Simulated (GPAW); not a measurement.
# TiAl2 (Cmmm) in GPAW: a series of runs, part 2 of 2

GPAW 26.7.0. The steps go on from the part before.

## 4. Equation of state, LDA

Contents of run.py:

```python
from ase import Atoms
from ase.eos import EquationOfState
from ase.io import Trajectory
from ase.units import GPa
from gpaw import GPAW, PW

atoms = Atoms(['Ti', 'Ti', 'Al', 'Al', 'Al', 'Al'],
              cell=[[1.97955, -6.0472, 0.0],
                    [1.97955, 6.0472, 0.0],
                    [0.0, 0.0, 4.0315]],
              scaled_positions=[[0.351, 0.649, 0.0],
                                [0.649, 0.351, 0.0],
                                [0.5, 0.5, 0.5],
                                [0.176, 0.824, 0.5],
                                [0.824, 0.176, 0.5],
                                [0.0, 0.0, 0.0]],
              pbc=True)

traj = Trajectory('eos.traj', 'w')
volumes, energies = [], []
for x in [0.94, 0.96, 0.98, 1.0, 1.02, 1.04, 1.06]:
    a = atoms.copy()
    a.set_cell(atoms.cell * x**(1 / 3), scale_atoms=True)
    calc = GPAW(mode=PW(600),
                xc='LDA',
                kpts={'size': (5, 5, 5), 'gamma': True},
                occupations={'name': 'fermi-dirac', 'width': 0.05},
                nbands=36,
                convergence={'density': 1e-05, 'energy': 1e-05},
                maxiter=150,
                txt=f'eos-{x:.2f}.txt')
    a.calc = calc
    energies.append(a.get_potential_energy(force_consistent=True))
    volumes.append(a.get_volume())
    p = -a.get_stress()[:3].mean() / GPa
    calc.write(f'eos-{x:.2f}.gpw')
    traj.write(a)
    print(f'{x:.2f} {volumes[-1]:10.4f} A^3 {energies[-1]:14.6f} eV {p:9.3f} GPa', flush=True)

v0, e0, B = EquationOfState(volumes, energies, eos='birchmurnaghan').fit()
print(f'V0 = {v0:.4f} A^3, E0 = {e0:.6f} eV, B0 = {B / GPa:.2f} GPa')
```

Potentials or basis: the program's PAW data sets (release 1.2.1) made for this functional, pw.

Command:

```sh
> OMP_NUM_THREADS=1 python run.py
```

What it wrote:

```text
__  _  _
 | _ |_)|_||  |
 |__||  | ||/\| - 26.7.0

Input parameters:
  mode=PW(ecut=600.0),
  convergence={'density': 1e-05, 'energy': 1e-05},
  kpts=MonkhorstPack(size=(5, 5, 5), gamma=True),
  maxiter=150,
  nbands=36,
  occupations=Occupations(name='fermi-dirac', width=0.05),
  xc=XC(name='LDA')

Diagonalizing LCAO Hamiltonian
Converting LCAO to pw mode

                 Al

              Al
                Ti
          AlAl
             Ti

Atoms  # Å, Bohr magnetons
|   | symbol |        x |         y |        z |    initial magnetic moments |
|---|--------|----------|-----------|----------|-----------------------------|
| 0 |     Ti | 1.939140 |  1.765278 | 0.000000 | ( 0.0000,  0.0000,  0.0000) |
| 1 |     Ti | 1.939140 | -1.765278 | 0.000000 | ( 0.0000,  0.0000,  0.0000) |
| 2 |     Al | 1.939140 | -0.000000 | 1.974601 | ( 0.0000,  0.0000,  0.0000) |
| 3 |     Al | 1.939140 |  3.838592 | 1.974601 | ( 0.0000,  0.0000,  0.0000) |
| 4 |     Al | 1.939140 | -3.838592 | 1.974601 | ( 0.0000,  0.0000,  0.0000) |
| 5 |     Al | 0.000000 |  0.000000 | 0.000000 | ( 0.0000,  0.0000,  0.0000) |

Unit cell  # Å
| periodic |        x |         y |        z |  lengths |     angles |
|----------|----------|-----------|----------|----------|------------|
|      yes | 1.939140 | -5.923753 | 0.000000 | 6.233066 |  90.000000 |
|      yes | 1.939140 |  5.923753 | 0.000000 | 6.233066 |  90.000000 |
|      yes | 0.000000 |  0.000000 | 3.949201 | 3.949201 | 143.748297 |

Number of symmetries: 8
Symmetry operations  # r_c * U_cc + t_c -> r_c
|   | kind |            matrix            |
|---|------|------------------------------|
[... 126 lines left out ...]
    width: 0.0500  # eV

poisson solver:
  ecut: 4800.0  # eV

xc functional:
  name: None

convergence criteria:
- Maximum integral of absolute [dens]ity change: 1e-05 electrons / valence electron
- Maximum [total energy] change in last 3 cyles: 1e-05 eV / valence electron
- Maximum integral of absolute [eigenst]ate change: 4e-08 eV^2 / valence electron
maximum number of iterations: 150

SCF iterations
|iter     | |      energy | eigst |  dens |
|---------|-|-------------|-------|-------|
|iter:   1| |  -34.540577 | +0.12 |       |
|iter:   2| |  -34.491373 | -2.40 | -1.15 |
|iter:   3| |  -34.208640 | -1.64 | -1.19 |
|iter:   4| |  -34.229632 | -2.45 | -1.74 |
|iter:   5| |  -34.208728 | -2.70 | -1.93 |
|iter:   6| |  -34.206649 | -3.44 | -2.14 |
|iter:   7| |  -34.205926 | -4.05 | -2.63 |
|iter:   8| |  -34.205919 | -6.10 | -3.47 |
|iter:   9| |  -34.205919c| -7.20 | -3.96 |
|iter:  10| |  -34.205919c| -7.61c| -4.56 |
|iter:  11| |  -34.205919c| -8.45c| -5.62c|

Converged in 11 steps
Energy contributions relative to reference atoms: (reference = -72661.583348)

Energy contributions:
  Kinetic:          47.986015
  Coulomb:         -35.083166
  Zero:             -0.118764
  External:          0.000000
  Xc:              -46.978538
  Entropy:          -0.022932
  Spinorbit:         0.000000
  ----------------------------
  Free energy:     -34.217385
  Extrapolated:    -34.205919

dipole moment: (-6.683429, -0.000000, -31.961103)  # |e|*Ang

Fermi level: 8.163
Eigenvalues  # (at kpt = [0.000, 0.000, 0.000])
| band index |      eig [eV] | occ [0-2] |
|------------|---------------|-----------|
|          0 |       -47.794 |     2.000 |
|        ... |               |           |
|         10 |         2.244 |     2.000 |
|         11 |         5.835 |     2.000 |
|         12 |         6.246 |     2.000 |
|         13 |         6.410 |     2.000 |
|         14 |         6.498 |     2.000 |
|         15 |         7.465 |     2.000 |
[... 8 lines left out ...]
|         24 |        11.313 |     0.000 |
|         25 |        12.100 |     0.000 |
|        ... |               |           |
|         35 |        18.162 |     0.000 |

No gap
No difference between direct/indirect transitions

Stress tensor  # eV/Ang^3
|         x |         y |        z |
|-----------|-----------|----------|
| -0.007203 | -0.000000 | 0.000000 |
| -0.000000 | -0.019049 | 0.000000 |
|  0.000000 |  0.000000 | 0.006432 |

# Writing to eos-0.94.gpw (mode='')
```

It took 8.7 min on 1 thread of Intel Xeon Platinum 8375C at 2.90GHz (Ice Lake), shared host; peak memory 0.47 GiB.

What came out:

```
Equilibrium volume                        : 15.29 Å³/atom
Bulk modulus at fixed shape and positions : 120 GPa
Pressure derivative of the bulk modulus   : 4.1
```

Energy against volume, from the lowest point:
```csv
volume (Å³/atom),energy (meV/atom)
15.121,0.22
15.443,0.00
15.765,4.64
16.087,13.58
16.408,26.45
16.730,42.85
17.052,62.38
```

Caveat: the cell was scaled at fixed shape and fractional positions, which overstates the stiffness of a crystal with free parameters, most of all of layers and chains; the program warned that so skewed a cell can give wrong results.
